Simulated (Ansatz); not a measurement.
Wurtzite BeO, treated with HSE06-D3(BJ) (PAW; Ansatz, a quantum-chemistry and plane-wave program).

Numerical settings: plane-wave cutoff 460 eV, 12×12×6 k mesh (along the axes of the cell as run), Fermi–Dirac smearing 0.01 eV, scalar-relativistic PAW data made under PBE.

Computed at the level's own relaxed cell.

```
BeO
1.0
    1.33315    -2.30908     0.00000
    1.33315     2.30908     0.00000
    0.00000     0.00000     4.32767
Be O
2 2
Direct
  0.66667   0.33333   0.50008
  0.33333   0.66667   0.00008
  0.66667   0.33333   0.87792
  0.33333   0.66667   0.37792
```

Problem. List the 10 lowest band energies at Γ above −25 eV (eV, relative to the valence band maximum), grouping those that round alike.

Solution. At Γ: -20.59, -18.56, -6.94, -1.14 (×2), -0.05 (×2), 0.00, 9.89, 14.05.

Note: the run warned that its exchange threshold was loose for the stress.
